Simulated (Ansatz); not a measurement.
# Zn3CdTe4: the band gap up the ladder of functionals

An exercise on one series of results from a longer session: the logs are not shown, and one member is left open.

Code: Ansatz 0.2.0. PAW datasets, plane waves. No spin polarisation and no zero-point or thermal motion; the cell was built from a prototype and may be hypothetical.

## The system as given

The cell was relaxed beforehand with r2SCAN.

It is cubic, P-43m (No. 215); conventional cell a = 6.226 Å, 30.17 Å³ an atom. Around Zn lie 4 Te at 2.66 Å; around Te lie 3 Zn at 2.66 Å and 1 Cd at 2.80 Å; around Cd lie 4 Te at 2.80 Å.

Coordinates:

```cif
data_structure
_symmetry_space_group_name_H-M 'P-43m'
_symmetry_Int_Tables_number 215
_cell_length_a 6.2260
_cell_length_b 6.2260
_cell_length_c 6.2260
_cell_angle_alpha 90.000
_cell_angle_beta 90.000
_cell_angle_gamma 90.000
_cell_volume 241.34
loop_
_atom_site_label
_atom_site_type_symbol
_atom_site_symmetry_multiplicity
_atom_site_Wyckoff_symbol
_atom_site_fract_x
_atom_site_fract_y
_atom_site_fract_z
_atom_site_occupancy
Zn1 Zn 3 d 0.50000 0.00000 0.00000 1
Te1 Te 4 e 0.75964 0.24036 0.24036 1
Cd1 Cd 1 b 0.50000 0.50000 0.50000 1
```

Set-up of the first run:

Contents of input.yaml:

```yaml
crystal:
  lattice:
    - [6.2259759376, 0.0, 0.0]
    - [0.0, 6.2259759376, 0.0]
    - [0.0, 0.0, 6.2259759376]
  atoms:
    - { symbol: Zn, position: [0.5, 0.0, 0.0] }
    - { symbol: Te, position: [0.7596352346, 0.2403647654, 0.2403647654] }
    - { symbol: Zn, position: [0.0, 0.5, 0.0] }
    - { symbol: Te, position: [0.2403647654, 0.7596352346, 0.2403647654] }
    - { symbol: Zn, position: [0.0, 0.0, 0.5] }
    - { symbol: Te, position: [0.2403647654, 0.2403647654, 0.7596352346] }
    - { symbol: Cd, position: [0.5, 0.5, 0.5] }
    - { symbol: Te, position: [0.7596352346, 0.7596352346, 0.7596352346] }
kpoints:
  mp_grid: { grid: [4, 4, 4] }
  band_path:
    path:
      - [[0.0, 0.0, 0.0], [5.410121985276e-51, 0.5, -6.39298201323e-34], [0.5, 0.5, -4.124504524664e-35], [0.0, 0.0, 0.0], [0.5, 0.5, 0.5], [5.410121985276e-51, 0.5, -6.39298201323e-34]]
      - [[0.5, 0.5, 0.5], [0.5, 0.5, -4.124504524664e-35]]
    npoints: 10
hamiltonian:
  xc: pbe
scf:
  occupations: { method: fermi_dirac, width: 0.02 }
  n_extra_bands: 6
output:
  forces: true
  stress: true
  eigenvalues: true
```

Launch:

```bash
$ ansatz run input.yaml --threads 2 --pin off --max-ram 20275MiB --backend cpu --events-out ev --progress --plain --runs-dir out
```

Steps of the session up to this table: PBE band path; Single point with r2SCAN; HSE06 at the same geometry; PBE+SOC at the same geometry; PBE0.

One table of the session follows, with a row left open; its other results are not shown here.

| level | gap (eV) |
| --- | --- |
| PBE | 1.00 |
| r2SCAN | 1.54 |
| HSE06 | ? |
| PBE+SOC | 0.73 |
| PBE0 | 2.64 |

Q: Estimate the row for HSE06 from the others.

The run gave: gap (eV): 1.99. In the column «gap (eV)» it lies between r2SCAN (1.54) and PBE0 (2.64).

Meshes: PBE 4×4×4, r2SCAN 4×4×4, HSE06 2×2×2, PBE+SOC 4×4×4, PBE0 2×2×2

Against HSE06, PBE is short by 0.99 eV, at 50 % of it, and r2SCAN 77 %. PBE0 lies 0.65 eV above HSE06, which differs from it by screening the long-range exchange.

Caveats from the session: Warnings in the runs' records: stress scf threshold loose, stress exchange threshold loose.
